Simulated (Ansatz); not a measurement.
# Te2Mo: the cost of one run

Method: DFT r²SCAN, frozen-core PAW and all-electron LAPW, scalar-relativistic unless said, in Ansatz 0.2.0.

**1. The structure to begin with**

It takes space group P6_3/mmc (No. 194, hexagonal). The conventional cell has a = 3.518 Å, b = 3.518 Å, c = 13.974 Å, α = 90.00°, β = 90.00°, γ = 120.00°. Around Te (site symmetry 3m) lie 3 Mo at 2.72 Å. Around Mo (site symmetry -6m2) lie 6 Te at 2.72 Å.

Coordinates:

```
CELL_PARAMETERS angstrom
3.51820 0.00000 0.00000
-1.75910 3.04685 0.00000
0.00000 0.00000 13.97360
ATOMIC_POSITIONS crystal
Te 0.33333 0.66667 0.62100
Te 0.66667 0.33333 0.12100
Te 0.33333 0.66667 0.87900
Te 0.66667 0.33333 0.37900
Mo 0.33333 0.66667 0.25000
Mo 0.66667 0.33333 0.75000
```

Cartesian axes are those of the input's lattice vectors. The structure goes back to a database entry.

**2. Cell and atoms relaxed, PAW**

The input, input.yaml:

```yaml
crystal:
  lattice:
    - [3.5182, 0.0, 0.0]
    - [-1.7591, 3.0468505756, 0.0]
    - [0.0, 0.0, 13.9736]
  atoms:
    - { symbol: Te, position: [0.333333333333, 0.666666666667, 0.621] }
    - { symbol: Te, position: [0.666666666667, 0.333333333333, 0.121] }
    - { symbol: Te, position: [0.333333333333, 0.666666666667, 0.879] }
    - { symbol: Te, position: [0.666666666667, 0.333333333333, 0.379] }
    - { symbol: Mo, position: [0.333333333333, 0.666666666667, 0.25] }
    - { symbol: Mo, position: [0.666666666667, 0.333333333333, 0.75] }
kpoints:
  mp_grid: { grid: [10, 10, 2] }
scf:
  occupations: { method: fermi_dirac, width: 0.05 }
hamiltonian:
  xc: r2scan
  pseudopotentials: { kind: paw }
relax:
  f_tol: 0.002
  max_steps: 80
  cell: {}
output:
  forces: true
  stress: true
```

The run is started by

```
$ ansatz run input.yaml --threads 2 --pin off --max-ram 6144MiB --backend cpu --events-out ev --progress --plain --runs-dir out
```

**Question.** How long does this run take on 2 threads of Intel Xeon 6975P-C (Granite Rapids), shared host, and how much memory does it need?

About 37 s, with a peak of 0.95 GiB.
